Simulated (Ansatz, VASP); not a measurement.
One calculation of Si2Mo, two programs

```
Si Mo
1.0
    -1.60213    1.60213    3.90810
     1.60213   -1.60213    3.90810
     1.60213    1.60213   -3.90810
Si Mo
2 1
Direct
  0.66457 0.66457 0.00000
  0.33543 0.33543 0.00000
  0.00000 0.00000 0.00000
```

The cell is a database's computed one.

Alike in both runs: task single point; functional PBE; k mesh 8 × 8 × 8; occupations gaussian, width 0.1 eV; no spin polarisation.

```csv
,VASP,Ansatz
version,VASP 6.6.1,Ansatz 0.2.0
potentials or method,"VASP PAW PBE potentials, release 64 (Si, Mo_sv)","scalar-relativistic, plane waves, PAW"
plane-wave cutoff (eV),520,420
valence electrons in the cell,22,22
```

Ansatz gave:

| Property | Result |
| --- | --- |
| gap on the k mesh at the Fermi level (eV) | none |
| pressure (GPa) | 3.4 |
| largest component of the traceless stress (GPa) | 1.07 |
| rms of the force components (eV/Å) | 0.034 |

Problem. Estimate VASP's values.

Solution. gap on the k mesh at the Fermi level (eV): none; pressure (GPa): 3.5; largest component of the traceless stress (GPa): 1.04; rms of the force components (eV/Å): 0.036.

Atom by atom the forces differ by 0.001 eV/Å (rms over components). A gap of «none» marks a metal or a gap that the smearing closes.
